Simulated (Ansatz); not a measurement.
Ir:

```
Ir
1.0
     0.00000    1.91560    1.91560
     1.91560    0.00000    1.91560
     1.91560    1.91560    0.00000
Ir
1
Direct
  0.00000 0.00000 0.00000
```

* Program: Ansatz 0.2.0
* Task: relaxation of cell and atoms
* Functional: revPBE
* Potentials or basis: Ansatz PAW
* Cutoff: 420 eV (not typed: the program's choice for these potentials)
* k mesh: 12 × 12 × 12
* Occupations: fermi-dirac, width 0.05 eV
* Spin: no spin polarisation

At the start: volume 14.06 Å³/atom.

Question: Where does the relaxation end?

Answer: It ends after 5 steps and the volume is 14.61 Å³/atom (+3.9 %); space group Fm-3m (No. 225, to 0.05 Å).

The path:
| step | energy change (eV) | largest force (eV/Å) | volume (Å³) |
| --- | --- | --- | --- |
| 1 | 0.0000 | 0.0000 | 14.06 |
| 2 | -0.0227 | 0.0000 | 14.68 |
| 3 | -0.0231 | 0.0000 | 14.61 |
| 4 | -0.0231 | 0.0000 | 14.61 |
| 5 | -0.0233 | 0.0000 | 14.61 |

Final structure:
```
Ir
1.0
     0.00000    1.94022    1.94022
     1.94022    0.00000    1.94022
     1.94022    1.94022    0.00000
Ir
1
Direct
  0.00000 0.00000 0.00000
```

Caveat: the plane-wave basis is chosen anew once the cell has moved, so the energies of steps on either side of that aren't comparable; the PAW data sets come from PBE, with cores solved anew for the run's functional, which leaves a small shift of forces and pressure.
